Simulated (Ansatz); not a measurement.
TiCo: equation of state with LDA

TiCo:

```xyz
2
Lattice="2.9861 0.0000 0.0000 0.0000 2.9861 0.0000 0.0000 0.0000 2.9861" Properties=species:S:1:pos:R:3 pbc="T T T"
Co    1.4931    1.4931    1.4931
Ti    0.0000    0.0000    0.0000
```

The cell comes from a database or a generator and needn't be the stable form of this composition.

```yaml
Program: Ansatz 0.2.0
Task: equation of state
Functional: LDA
Potentials_or_basis: Ansatz PAW
Cutoff: 420 eV
Density_cutoff: 1680 eV
k_mesh: 9 × 9 × 9
Occupations: fermi-dirac, width 0.05 eV
Spin: collinear spin, ferromagnetic start
Starting_moments: "[2.0, 1.0] μB"
```

```yaml
Equilibrium_volume: "12.24 Å³/atom (rough: see the caveat)"
Bulk_modulus: 210 GPa (rough)
```

Energy against volume, from the lowest point:
```tsv
volume (Å³/atom)	energy (meV/atom)
12.515	0.00
12.781	10.63
13.047	27.26
13.313	49.24
13.580	75.95
13.846	106.89
14.112	141.62
```

All runs of the series together: 17 s on 2 threads of Arm Neoverse V2, with other jobs on the host.

Caveat: the minimum lies outside the volumes run.
